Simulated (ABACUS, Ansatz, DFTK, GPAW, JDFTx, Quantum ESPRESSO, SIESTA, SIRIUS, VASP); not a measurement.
**TePb: 9 runs at one level of theory**

```xyz
2
Lattice="0.0000 3.2310 3.2310 3.2310 0.0000 3.2310 3.2310 3.2310 0.0000" Properties=species:S:1:pos:R:3 pbc="T T T"
Pb    0.0000    0.0000    0.0000
Te    3.2310    3.2310    3.2310
```

Alike in all runs: task single point; functional PBEsol; k mesh 7 × 7 × 7; occupations fermi-dirac, width 0.05 eV; no spin polarisation; no spin-orbit coupling. Pressure is positive in compression and, in plane waves, holds the error of the finite cutoff.

| program and potentials | plane-wave cutoff (eV) | notes | pressure (GPa) |
| --- | --- | --- | --- |
| JDFTx, PseudoDojo-SR-PBEsol-0.4.1-standard with smoothed tails | 1088 | 15 valence electrons an atom on average | -0.39 |
| DFTK, PseudoDojo SR PBEsol 0.4.1 standard (PBEsol) | 1088 | 15 valence electrons an atom on average | -0.39 |
| ABACUS, PseudoDojo NC SR 0.4.1 PBEsol standard, plane waves | 1129 | 15 valence electrons an atom on average | -0.40 |
| SIRIUS, PseudoDojo 0.4.1 PBEsol standard (scalar relativistic) | 1102 | 15 valence electrons an atom on average | -0.39 |
| SIESTA, files PseudoDojo sr-pbesol-0.4.1-standard, DZP (energy shift 0.003 Ry; two zetas on semicore shells) | - | atomic basis; 15 valence electrons an atom on average | 0.09 |
| VASP, PBE PAW files Pb_d, Te, 520 eV | 520 | potentials made for PBE; 10 valence electrons an atom on average | -0.43 |
| Quantum ESPRESSO, GBRV 1.5 PBEsol | 612 | 10 valence electrons an atom on average | -0.59 |
| Ansatz, all-electron LAPW, scalar-relativistic | - | - | -0.40 |
| GPAW, PAW data sets generated for this functional | 600 | 10 valence electrons an atom on average | -0.70 |

The pressure spans -0.70 (GPAW, PAW data sets generated for this functional) to 0.09 GPa (SIESTA, files PseudoDojo sr-pbesol-0.4.1-standard, DZP (energy shift 0.003 Ry; two zetas on semicore shells)), with all-electron results at -0.40. Rows in atomic bases carry the error of their basis and grid, which can be large.

The functional is the same throughout but for its coding, so the spread measures potentials, basis and numerics; runs on potential files found faulty are left out.
